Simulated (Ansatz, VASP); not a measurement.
**Two plane-wave programs on MgO**

```
CELL_PARAMETERS angstrom
2.89395 0.00000 0.00000
-1.44698 2.50623 0.00000
0.00000 0.00000 2.71988
ATOMIC_POSITIONS crystal
Mg 0.00000 0.00000 0.00000
O 0.33333 0.66667 0.50000
```

Change from the starting cell: strain -0.015 along x and y, +0.015 along z, atoms carried along.

Alike in both runs: task single point; functional LDA; k mesh 9 × 9 × 8; occupations gaussian, width 0.05 eV; no spin polarisation.

|  | VASP | Ansatz |
| --- | --- | --- |
| version | VASP 6.6.1 | Ansatz 0.2.0 |
| potentials or method | VASP PAW LDA potentials, release 64 (Mg, O) | scalar-relativistic, plane waves, PAW |
| plane-wave cutoff (eV) | 520 | 420 |
| valence electrons in the cell | 8 | 16 |

Ansatz gave:

| Item | Value |
| --- | --- |
| gap on the k mesh at the Fermi level (eV) | 2.97 |
| least direct gap on the mesh (eV) | 3.43 |
| pressure (GPa) | -8.1 |
| largest component of the traceless stress (GPa) | 11.17 |

Task: Estimate VASP's values.

Result: gap on the k mesh at the Fermi level (eV): 2.97; least direct gap on the mesh (eV): 3.43; pressure (GPa): -9.7; largest component of the traceless stress (GPa): 11.38.

The two sets of potentials don't hold the same shells in valence.

Caveats: an odd mesh through Γ misses points on the zone boundary, where band edges often lie.
